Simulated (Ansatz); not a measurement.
Runs of Ansatz 0.2.0 on Te. The structure is monoclinic, space group C2/m (No. 12). Conventional cell: a = 7.641 Å, b = 4.296 Å, c = 5.977 Å, α = 90.00°, β = 90.90°, γ = 90.00°. Around Te (site symmetry 2/m) lie 6 Te at 3.09 to 3.31 Å. Around Te (site symmetry m) lie 6 Te at 3.03 to 3.47 Å. This isn't the form of Te at room conditions, which is trigonal, of chains.

```csv
level,gap on the mesh (eV),pressure (GPa),relaxed volume (Å³/atom)
PBEsol+D3(BJ)-ATM,none,0.0,29.84
PBEsol+D4,none,0.0,30.30
PBEsol,none,0.0,31.23
PBEsol+D3(BJ),none,0.0,(a)
```

Alike in all rows: task relaxation of cell and atoms; potentials or basis Ansatz PAW; no spin polarisation; cell relaxed; k mesh 7 × 7 × 5; cutoff (eV) 420; smearing fermi-dirac 0.05 eV.

**Question.** Fill in the values left out.

**Answer.** (a) 29.70.

Caveats: the plane-wave basis is chosen anew once the cell has moved, so the energies of steps on either side of that aren't comparable; the PAW data sets come from PBE, with cores solved anew for the run's functional, which leaves a small shift of forces and pressure; pairwise dispersion overbinds metals, which lowers pressure and volume (some runs).

A k mesh can miss the band edges, and the runs leave out spin-orbit coupling on Te.

A gap of «none» marks a metal or a gap under the smearing width.
